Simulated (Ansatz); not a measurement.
## Co: single point with PBE

The system is Co.

```
Co
1.0
     2.47200    0.00000    0.00000
    -1.23600    2.14081    0.00000
     0.00000    0.00000    4.02114
Co
2
Direct
  0.66667 0.33333 0.75000
  0.33333 0.66667 0.25000
```

- Program: Ansatz 0.2.0
- Task: single point
- Functional: PBE
- Potentials or basis: all-electron LAPW, scalar-relativistic
- Cutoff: 315 eV (chosen from the basis error)
- Basis error allowed: 0.001 eV/atom
- k mesh: 12 × 12 × 7
- Occupations: gaussian, width 0.018 eV
- Spin: collinear spin, ferromagnetic start
- Starting moments: [2.0, 2.0] μB

```yaml
Pressure: 4.6 GPa
Band_gap_on_the_k_mesh: none (metal or under the smearing width)
Net_moment: 3.22 μB per cell
Absolute_moment: 3.53 μB per cell
Site_moments: Co +1.66 μB
```

Stress tensor (GPa, compression positive):
```
5.77 0.00 0.00
0.00 5.77 0.00
0.00 0.00 2.34
```

Levels at points of the mesh, in eV from the Fermi level:
Spin up:
| k point | band 15 | band 16 | band 17 | band 18 | band 19 | band 20 | band 21 | band 22 | band 23 |
| --- | --- | --- | --- | --- | --- | --- | --- | --- | --- |
| (0.00, 0.00, 0.00) | -2.31 | -1.91 | -1.91 | -0.79 | -0.79 | -0.25 | 6.39 | 21.99 | 24.84 |
| (0.00, -0.50, 0.00) | -2.22 | -0.64 | -0.57 | -0.49 | 1.34 | 3.39 | 9.72 | 10.38 | 12.80 |
Spin down:
```tsv
k point	band 12	band 13	band 14	band 15	band 16	band 17	band 18	band 19
(0.00, 0.00, 0.00)	-0.97	-0.97	-0.60	-0.60	-0.31	-0.14	-0.14	1.10
(0.00, -0.50, 0.00)	-1.92	-1.12	-1.09	-0.65	1.27	1.37	1.43	2.62
```

It took 16 s on 2 threads of Arm Neoverse V2, with other jobs on the host, peak memory 0.51 GiB.
